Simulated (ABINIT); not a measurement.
# WC (Qusongite) (P-6m2) in ABINIT: further runs, part 2 of 2

ABINIT 10.8.3 (patched build). The steps go on from the part before.

## (5) Band structure, BLYP

Contents of run.abi:

```
# Datasets: ground state, then fixed potential
ndtset 2

# Pseudopotentials
pp_dirpath "./"
pseudos "W.GGA_PBE-JTH.xml, C.GGA_PBE-JTH.xml"

# Structure
acell 3*1.0
rprim
     5.4924889812     0.0000000000     0.0000000000
    -2.7462444906     4.7566349877     0.0000000000
     0.0000000000     0.0000000000     5.3603971251
ntypat 2
znucl 74 6
natom 2
typat 1 2
xred
     0.0000000000     0.0000000000     0.0000000000
     0.6666666667     0.3333333333     0.5000000000

# Plane-wave basis
ecut 517.016339 eV
pawecutdg 38.0

# Exchange and correlation
ixc -106131

# Bands and occupations
occopt 3
tsmear 0.00183747

# SCF cycle
nstep 100

# Output
iomode 3
prtwf 0
prteig 0
prtebands 0
enunit 1
prtden1 1

# Dataset 1
kptopt1 1
ngkpt1 10 10 9
nshiftk1 1
shiftk1 0.0 0.0 0.0
nband1 13
tolvrs1 1.0e-9

# Dataset 2: bands along G-M-K-G-A-L-H-A
iscf2 -2
getden2 1
nband2 19
nbdbuf2 4
tolwfr2 1.0e-11
kptopt2 -7
ndivsm2 6
prteig2 1
kptbounds2
     0.0000000000     0.0000000000     0.0000000000
     0.5000000000     0.0000000000     0.0000000000
     0.3333333333     0.3333333333     0.0000000000
     0.0000000000     0.0000000000     0.0000000000
     0.0000000000     0.0000000000     0.5000000000
     0.5000000000     0.0000000000     0.5000000000
     0.3333333333     0.3333333333     0.5000000000
     0.0000000000     0.0000000000     0.5000000000
```

Potentials or basis: JTH PAW PBE v2.0.

Launch:

```console
$ abinit run.abi > log 2>&1
```

run.abo:

```text
.Version 10.8.3 of ABINIT
 DATASET    1 : space group P-6 m 2 (#187); Bravais hP (primitive hexag.)
================================================================================
 Values of the parameters that define the memory need for DATASET  1.
     intxc =       0    ionmov =       0      iscf =      17    lmnmax =      18
     lnmax =       6     mgfft =      24  mpssoang =       3    mqgrid =    3001
     natom =       2  nloc_mem =       2    nspden =       1   nspinor =       1
    nsppol =       1      nsym =      12    n1xccc =       1    ntypat =       2
    occopt =       3   xclevel =       2
       mpw =         569          nfft =       13824          nkpt =          70
 PAW method is used; the additional fine FFT grid is defined by:
   mgfftf=        32    nfftf =     30720
================================================================================
================================================================================

 DATASET    2 : space group P-6 m 2 (#187); Bravais hP (primitive hexag.)
[... 1159 lines left out ...]
 -63.62893  -28.37438  -27.47847  -27.47847    0.10073    1.95955    8.39621    8.39621
   9.84630    9.84630   13.99344   14.98597   14.98597   20.58631   22.63519   28.46872
  34.00924   35.03497   35.03497

== END DATASET(S) ==============================================================
================================================================================

 -outvars: echo values of variables after computation  --------
            acell      1.0000000000E+00  1.0000000000E+00  1.0000000000E+00 Bohr
           etotal1    -7.4686332924E+01
            fcart1    -1.4707240555E-28 -8.4912292938E-29 -0.0000000000E+00
                       1.4707240555E-28  8.4912292938E-29 -0.0000000000E+00
            rprim      5.4924889812E+00  0.0000000000E+00  0.0000000000E+00
                      -2.7462444906E+00  4.7566349877E+00  0.0000000000E+00
                       0.0000000000E+00  0.0000000000E+00  5.3603971251E+00
           strten1    -6.5291623807E-04 -6.5291623758E-04 -6.1420242448E-04
                       0.0000000000E+00  0.0000000000E+00  0.0000000000E+00
           xangst      0.0000000000E+00  0.0000000000E+00  0.0000000000E+00
                       1.4532499990E+00  8.3903427812E-01  1.4182999990E+00
             xred      0.0000000000E+00  0.0000000000E+00  0.0000000000E+00
                       6.6666666667E-01  3.3333333333E-01  5.0000000000E-01
 Calculation completed.
```

It took 33 s on 1 thread of Arm Neoverse V1, shared host; peak memory 0.11 GiB.

Results:

```
Free energy                                           : -2032.3187 eV
Pressure                                              : 18.8 GPa
Band gap on the k mesh                                : none (metal or under the smearing width)
Valence electrons inside the program's atomic spheres : W 11.89; C 2.53
```

Levels at the corners of the path, in eV from the Fermi level:
```
point  band 5  band 6  band 7  band 8  band 9  band 10  band 11  band 12  band 13  band 14
    Γ  -14.29   -4.22   -3.32   -3.32    0.09     3.18     3.18     5.54     5.54     6.57
    M  -11.03   -6.86   -3.61   -3.47   -0.46     2.31     4.46     4.78     6.86     9.98
    K  -10.29   -6.44   -4.35   -3.46    0.64     0.92     2.04     3.25     9.07    15.25
    Γ  -14.29   -4.22   -3.32   -3.32    0.09     3.18     3.18     5.54     5.54     6.57
    A  -10.33   -8.47   -2.03   -2.03   -0.58    -0.58     3.56     4.56     4.56    10.16
    L  -11.25   -6.34   -4.29   -4.05    0.40     4.34     5.20     6.66     9.05    10.13
    H  -10.94   -7.08   -5.28   -1.54   -0.61     4.34     6.32     7.47     9.22     9.96
    A  -10.33   -8.47   -2.03   -2.03   -0.58    -0.58     3.56     4.56     4.56    10.16
```

Caveat: so large a pressure means that the cell lies far from this level's equilibrium, or that cutoff or potentials fall short; the potentials were made for another functional, which shifts forces and pressure; spin-orbit coupling is left out, which moves the levels of the heavy elements.

## (6) Equation of state, WC

Contents of run.abi:

```
# Datasets: one volume each
ndtset 7
getwfk -1
scalecart1 3*0.9795861087
scalecart2 3*0.9864848297
scalecart3 3*0.9932883884
scalecart4 3*1.0000000000
scalecart5 3*1.0066227096
scalecart6 3*1.0131594038
scalecart7 3*1.0196128224

# Pseudopotentials
pp_dirpath "./"
pseudos "W.GGA_PBE-JTH.xml, C.GGA_PBE-JTH.xml"

# Structure
acell 2.9065 2.9065 2.8366 Angstrom
rprim
     1.0000000000     0.0000000000     0.0000000000
    -0.5000000000     0.8660254038     0.0000000000
     0.0000000000     0.0000000000     1.0000000000
ntypat 2
znucl 74 6
natom 2
typat 1 2
xred
     0.0000000000     0.0000000000     0.0000000000
     0.6666666667     0.3333333333     0.5000000000

# Plane-wave basis
ecut 19.0
pawecutdg 38.0

# k points
kptopt 1
ngkpt 10 10 9
nshiftk 1
shiftk 0.0 0.0 0.0

# Exchange and correlation
ixc 23

# Bands and occupations
nband 13
occopt 3
tsmear 0.00183747

# SCF cycle
nstep 100
tolvrs 1.0e-9

# Output
iomode 3
prtwf 1
prtden 0
prteig 0
prtebands 0
```

Potentials or basis: JTH PAW PBE v2.0.

Launch:

```console
$ abinit run.abi > log 2>&1
```

Run time: 1.9 min. Hardware: 1 thread of Arm Neoverse V1, shared host; peak memory 0.14 GiB.

Results (log left out):

```
Equilibrium volume                        : 10.37 Å³/atom
Bulk modulus at fixed shape and positions : 408 GPa
Pressure derivative of the bulk modulus   : 4.2
```

Energy against volume, from the lowest point:
```
volume (Å³/atom)  energy (meV/atom)
           9.754              51.25
           9.961              21.59
          10.169               4.91
          10.376               0.00
          10.584               5.50
          10.791              20.67
          10.999              44.23
```

Caveat: pressures at fixed basis lie under the slope of the energies; the cell was scaled at fixed shape and fractional positions, which overstates the stiffness of a crystal with free parameters, most of all of layers and chains; the PAW data sets were made with another functional, which shifts forces and pressure a little. Spin-orbit coupling is left out, which matters for the levels of W.

## (7) Overview

```csv
task,level,cutoff (eV),fine-grid cutoff,gap on the mesh (eV),pressure (GPa),V0 of scaled cells (Å³/atom),B0 (GPa)
band structure,RPBE,517,1034.03 eV,none,10.6,-,-
band structure,r2SCAN,626,1224.51 eV,none,3.3,-,-
equation of state,RPBE,517,1034.03 eV,-,-,10.67,378
band structure,BLYP,517,1034.03 eV,none,18.8,-,-
equation of state,WC,517,1034.03 eV,-,-,10.37,408
```

Alike in all rows: potentials or basis JTH PAW PBE v2.0; no spin polarisation; cell as given; k mesh 10 × 10 × 9; smearing fermi-dirac 0.05 eV.

Every run on the cell as given and a fine mesh finds a metal. The pressure there spans 3.3 GPa (r2SCAN) to 18.8 GPa (BLYP); a positive pressure means that this level wants a larger cell, a negative one a smaller.

Caveats: the PAW data sets were made with another functional, which shifts forces and pressure a little (some runs); spin-orbit coupling is left out, which moves the levels of the heavy elements (some runs); pressures at fixed basis lie under the slope of the energies (some runs); the cell was scaled at fixed shape and fractional positions, which overstates the stiffness of a crystal with free parameters, most of all of layers and chains (some runs); totals of a meta-GGA on PAW files have another zero than those of a GGA (some runs); so large a pressure means that the cell lies far from this level's equilibrium, or that cutoff or potentials fall short (some runs); the potentials were made for another functional, which shifts forces and pressure (some runs).

Absolute energies hang on the potentials; compare differences alone.
